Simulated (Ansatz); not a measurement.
Runs of Ansatz 0.2.0 on Al. It takes space group Im-3m (No. 229, cubic). Conventional cell: a = 3.182 Å, b = 3.182 Å, c = 3.182 Å, α = 90.00°, β = 90.00°, γ = 90.00°. Al (site symmetry m-3m) is surrounded by 8 Al at 2.76 Å. This isn't the form of Al at room conditions, which is fcc.

```tsv
task	level	cell	points for each segment of the path	gap on the mesh (eV)	pressure (GPa)	relaxed volume (Å³/atom)
band structure	LDA	as given	14	none	0.5	-
band structure	PBEsol	as given	14	none	(a)	-
relaxation of cell and atoms	PBEsol	relaxed	-	none	0.0	16.59
relaxation of cell and atoms	LDA	relaxed	-	none	0.0	16.21
band structure	revPBE	as given	14	none	(b)	-
relaxation of cell and atoms	RPBE	relaxed	-	none	0.0	17.25
band structure	RPBE	as given	14	none	5.3	-
```

Alike in all rows: potentials or basis Ansatz PAW; no spin polarisation; k mesh 12 × 12 × 12; cutoff (eV) 420; smearing fermi-dirac 0.05 eV.

Problem. Estimate the missing entries.

Solution. (a) 2.2; (b) 5.0.

Caveats: the PAW data sets come from PBE, with cores solved anew for the run's functional, which leaves a small shift of forces and pressure; the plane-wave basis is chosen anew once the cell has moved, so the energies of steps on either side of that aren't comparable (some runs).

A gap of «none» marks a metal or a gap under the smearing width.

Runs at the PBE level aren't shown here.
